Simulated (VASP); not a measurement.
Here is a VASP 6.6.1 calculation.

INCAR

```
SYSTEM = Li15S8
PREC     = Accurate       ! precision mode
ENCUT    = 520            ! plane-wave cutoff, eV
EDIFF    = 1E-6           ! SCF threshold, eV
ISMEAR   = 0              ! smearing method
SIGMA    = 0.02           ! smearing width, eV
LREAL    = Auto         
LASPH    = .True.         ! aspherical terms in the spheres
NELM     = 100            ! most SCF steps
ALGO     = Normal         ! electronic algorithm
ISIF     = 2              ! what is computed and relaxed
LWAVE    = .False.        ! write WAVECAR
LCHARG   = .False.        ! write CHGCAR
GGA      = PE             ! functional
NBANDS   = 64             ! bands
NELECT   = 94.0
```

The input KPOINTS:

```
Automatic mesh
0
Gamma
  2 2 2
  0 0 0
```

Contents of POSCAR:

```
Li15S8
1.0
    0.0000000000      5.7056319347     -5.7056319347
    5.7056319347      5.7056319347      0.0000000000
    5.7056319347      0.0000000000     -5.7056319347
Li S
15 8
Direct
    0.1737454346      0.5762545740      0.1737454346
    0.3747741748      0.8752258395      0.3747741748
    0.8696365375      0.3812490930      0.3782082379
    0.8696366251      0.8709060726      0.3782081502
    0.3782082379      0.3812490930      0.8696365375
    0.3782081502      0.8709060726      0.8696366251
    0.8782916699      0.3717083444      0.8782916699
    0.8809381778      0.8690618422      0.8809381778
    0.1260080405      0.1239919623      0.1260080405
    0.6172317178      0.1348935593      0.1335813471
    0.6172317178      0.6142933929      0.1335813471
    0.1335814348      0.1348934717      0.6172316301
    0.1335814348      0.6142934806      0.6172316301
    0.6097514771      0.1402485315      0.6097514771
    0.6214068031      0.6285932112      0.6214068031
   -0.0158667788      0.5008716007      0.5141235946
   -0.0027431668      0.0009100657      0.5009230411
    0.5004374682      0.5068612965      0.5004374682
    0.5004374682     -0.0077362158      0.5004374682
    0.0035617439      0.4960589874      1.0035617554
    0.0035617439     -0.0031824696      1.0035617554
    0.5141235946      0.5008716007      0.9841332326
    0.5009230411      0.0009100657      0.9972568447
```

Potentials or basis: VASP PAW PBE potentials, release 64 (Li_sv, S).

Run with:

```bash
$ cat potpaw_PBE.64/Li_sv/POTCAR potpaw_PBE.64/S/POTCAR > POTCAR
$ mpirun -np 1 vasp_std > vasp.out
```

Question: Predict the largest force.

Answer: 0.353 eV/Å.

Question: What does it give for the band gap on the k mesh?

Answer: 3.29 eV, direct.

Forces on the atoms (eV/Å):
```
Li   0.000  0.000  0.353
Li   0.000  0.000 -0.040
Li   0.000 -0.008 -0.013
Li   0.008  0.000 -0.013
Li  -0.008  0.000 -0.013
Li   0.000  0.008 -0.013
Li   0.000  0.000  0.037
Li   0.000  0.000  0.008
Li   0.000  0.000 -0.003
Li   0.029 -0.004 -0.008
Li   0.004 -0.029 -0.008
Li  -0.004  0.029 -0.008
Li  -0.029  0.004 -0.008
Li   0.000  0.000  0.003
Li   0.000  0.000 -0.052
S   -0.010  0.010 -0.036
S   -0.005  0.005 -0.022
S   -0.007 -0.007 -0.022
S    0.007  0.007 -0.022
S    0.025  0.025 -0.031
S   -0.025 -0.025 -0.031
S    0.010 -0.010 -0.036
S    0.005 -0.005 -0.022
```

Caveat: the k mesh is coarse (spacing up to 0.48 Å⁻¹), so the values aren't converged; the cell carries a net charge on a neutralising background, which shifts energy and pressure; the cell is charged against a uniform background, so pressure and absolute levels hang on convention.
